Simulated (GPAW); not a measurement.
# Calculated records

```
MgO (honeycomb monolayer): G0W0 with GPAW, start to end
1.0
     3.29918    0.00000    0.00000
    -1.64959    2.85717    0.00000
     0.00000    0.00000   11.40000
Mg O
1 1
Direct
  0.33333 0.66667 0.50003
  0.66667 0.33333 0.49996
# method: DFT, PBE, plane waves, PAW (and 1 further level or step)
# program: GPAW 26.7.0
# settings: cutoff 600 eV, GPAW PAW setups 1.2.1 data release, 12×12×1 k-mesh, nbands 184
# cost: 4 runs, 5 min in all on 4 MPI ranks of Arm Neoverse V1, shared host
# notes: The structure was relaxed with PBE.
# PBE gap: 3.38 eV, indirect
# G0W0 gap on the mesh: 6.43 eV
# GW settings: 12×12×1 mesh, 81 bands, screening to 48 eV, full frequency, Hilbert transform
# known limits: short of the basis limit
```

[Long decimals in the printed logs are rounded to 6 places.]

[Logs are printed without paths, hosts, clocks, repeated set-up lines and the standing remarks that a program may print on its own settings, such as how far it seeks lower states.]

[Paths, hosts, dates, memory and timing lines, banners, echoed tables and standing remarks are left out of the program output; an Ansatz launch command may be rebuilt from the run's recorded settings. Measured values are a selection of at most five: reports struck by readers or far from the other reports are left out. None is set beside runs whose start may be inverted or whose files or cutoffs have a known fault.]

[Runs of the session that timed out or met a known fault of the program may be left out.]

[Hosts, paths, dates, database ids (printed as entryN), source tags and the programs' standing remarks are cut or masked in the printed files.]

[Where the starting crystal was built by hand or by swapping elements, it need not be the compound's stable phase.]
